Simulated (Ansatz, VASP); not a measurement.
# One calculation of Gd, two programs

File INCAR:

```
ALGO = Normal ; EDIFF = 1E-6
ENCUT = 520 ; GGA = PE
ISIF = 2 ; ISMEAR = 0
ISPIN = 2 ; LASPH = T
LCHARG = F ; LDAU = T
LDAUJ = 0 ; LDAUL = 3
LDAUPRINT = 1 ; LDAUTYPE = 2
LDAUU = 6 ; LMAXMIX = 6
LORBIT = 11 ; LREAL = F
LWAVE = F ; MAGMOM = 7
NBANDS = 19 ; NELM = 150
PREC = Accurate ; SIGMA = 0.05
```

KPOINTS

```
k-points
0
Gamma
  8 8 8
```

POSCAR

```
Gd
1.0
   -2.0239434614      2.0239434614      2.0239434614
    2.0239434614     -2.0239434614      2.0239434614
    2.0239434614      2.0239434614     -2.0239434614
Gd
1
Direct
    0.0000000000      0.0000000000      0.0000000000
```

Input for Ansatz:

```yaml
crystal:
  lattice:
    - [-2.0239434614, 2.0239434614, 2.0239434614]
    - [2.0239434614, -2.0239434614, 2.0239434614]
    - [2.0239434614, 2.0239434614, -2.0239434614]
  atoms:
    - { symbol: Gd, position: [0.0, 0.0, 0.0], spin: 7.0 }
basis:
  ecutwfc: 600
  ecutrho_ratio: 5
kpoints:
  mp_grid: { grid: [8, 8, 8] }
hamiltonian:
  xc: pbe
  hubbard: { sites: [{ species: Gd, l: f, u_eff: 6.0 }] }
scf:
  occupations: { method: gaussian, width: 0.05 }
  lower_state_search: "off"
output:
  forces: true
  stress: true
  eigenvalues: true
  populations: true
  hubbard: { sites: [{ species: Gd, l: f }] }
magnetization:
  spin_polarized: true
checkpoint:
  read: start.run
  write: ck
  compress: false
  write_wavefunctions: false
  write_every: 100000
```

The cell was built by a generator and needn't be a form met in nature.

Alike in both runs: task single point; functional PBE; k mesh 8 × 8 × 8; occupations gaussian, width 0.05 eV; collinear spin; Hubbard terms Gd f U = 6.0 eV.

|  | VASP | Ansatz |
| --- | --- | --- |
| version | VASP 6.6.1 | Ansatz 0.2.0 |
| potentials or method | VASP PAW PBE potentials, release 64 (Gd) | scalar-relativistic, plane waves, PAW |
| plane-wave cutoff (eV) | 520 | 600 |
| valence electrons in the cell | 18 | 18 |

```csv
,VASP,Ansatz,Ansatz less VASP
gap on the k mesh at the Fermi level (eV),none,none,-
pressure (GPa),0.8,0.6,-0.24
net moment per atom (μB),7.96,7.96,0.000
size of the moment on the site where the two differ most (μB),7.18,7.57,+0.389
```

Site moments also hang on the region over which each program counts them. The programs project onto different local orbitals, so the same U acts differently. A gap of «none» marks a metal or a gap that the smearing closes. Ansatz warned: «filled_band_counts_differ_across_k_points».

Caveats: spin-orbit coupling is left out, which moves the levels of the heavy elements. The state reached can hang on the start; a lower one may exist.
